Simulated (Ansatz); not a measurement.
A run of Ansatz 0.2.0:

input.yaml

```yaml
crystal:
  lattice:
    - [3.635035, -2.39502, 0.0]
    - [3.635035, 2.39502, 0.0]
    - [0.0, 0.0, 9.79344]
  atoms:
    - { symbol: I, position: [0.6493, 0.3507, 0.3844] }
    - { symbol: I, position: [0.1493, 0.8507, 0.1156] }
    - { symbol: I, position: [0.3507, 0.6493, 0.6156] }
    - { symbol: I, position: [0.8507, 0.1493, 0.8844] }
hamiltonian:
  xc: pbesol
  pseudopotentials: { kind: paw }
  dispersion: d3bj
kpoints:
  mp_grid: { grid: [7, 7, 3] }
scf:
  occupations: { method: fermi_dirac, width: 0.05 }
output:
  forces: true
  stress: true
relax:
  f_tol: 0.01
  max_steps: 40
  cell: { stress_tol: 0.05 }
```

Potentials or basis: Ansatz PAW.

Command:

```sh
$ ansatz run input.yaml --threads 2 --pin off --max-ram 5632MiB --backend cpu --events-out ev --progress --plain --runs-dir out
```

Hardware: 2 threads of Intel(R) Xeon(R) Platinum 8488C (Sapphire Rapids) (shared host).

**Question.** Estimate the wall time of this run.

**Answer.** Wall time 30 s on 2 threads of Intel(R) Xeon(R) Platinum 8488C (Sapphire Rapids), with other jobs on the host, peak memory 0.57 GiB. Counts: scf iterations 56, plane waves 2771, k points 32, bands 41, ion steps 9.
